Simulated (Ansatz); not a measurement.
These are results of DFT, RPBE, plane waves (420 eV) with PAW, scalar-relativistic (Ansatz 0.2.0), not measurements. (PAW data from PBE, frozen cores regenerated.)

An element in the bcc structure gives this curve. The cell is scaled uniformly from the relaxed one, with fractional coordinates and shape fixed. Energies are extrapolated to zero smearing, pressures are those at the given smearing. Magnetic state: spin not included.

| V (Å³/atom) | E − E₀ (meV/atom) | P (GPa) |
| --- | --- | --- |
| 27.405 | 64.4 | 6.25 |
| 28.651 | 26.5 | 3.81 |
| 29.896 | 6.0 | 1.75 |
| 31.142 | 0.0 | 0.01 |
| 32.388 | 6.4 | -1.46 |
| 33.633 | 23.1 | -2.73 |
| 34.879 | 48.7 | -3.81 |

Q: Which element is it?
A. lutetium
B. tellurium
C. lead
D. thallium

A: A. Its fit is V₀ = 31.08 Å³/atom, B₀ = 40 GPa, B₀′ = 3.2.
